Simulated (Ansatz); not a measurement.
**Zn: from a trial structure to a relaxed crystal**

Computed with DFT PBE, scalar-relativistic, plane waves, PAW (Ansatz 0.2.0). Cutoff 420 eV, Γ-centred k mesh, Gaussian smearing, no spin polarisation in the final step.

The start is a random cell of Zn with space group P3_212 (No. 153), drawn with lower limits on the distances.

```yaml
crystal:
  lattice:
    - [3.43531, 0.00000, 0.00000]
    - [-1.71765, 2.97507, 0.00000]
    - [0.00000, 0.00000, 4.96952]
  atoms:
    - { symbol: Zn, position: [0.25000, 0.12500, 0.50000] }
    - { symbol: Zn, position: [0.87500, 0.12500, 0.16667] }
    - { symbol: Zn, position: [0.87500, 0.75000, 0.83333] }
```

Cell and atoms relax at zero pressure; the relaxation can't lower the symmetry of the start. After a coarse first stage the cell is made exact in the group found at 0.06 Å.

Energies count from the standard state of Zn at the same level.

Which crystal results?

It ends in P6_222 (No. 180). Conventional cell: a = 2.612 Å, c = 8.077 Å. Around Zn lie 6 Zn at 2.61 Å and 4 Zn at 2.99 Å.

```
Zn
1.0
     2.61160    0.00000    0.00000
    -1.30580    2.26171    0.00000
     0.00000    0.00000    8.07674
Zn
3
Direct
  0.00000 0.50000 0.16667
  0.50000 0.50000 0.83333
  0.50000 0.00000 0.50000
```

What are its volume, energy, density and gap?

The volume per atom is 15.90 Å³ and the density is 6.83 g/cm³. The energy over the standard structure is 0.04 eV/atom. The gap on the 18×18×8 mesh is 0 eV (a metal).

The final run used a 18×18×8 mesh on its 3-atom cell and 0.10 eV smearing. For metals, differences of a few meV/atom aren't resolved. A structure relaxed within its symmetry needn't be a true minimum.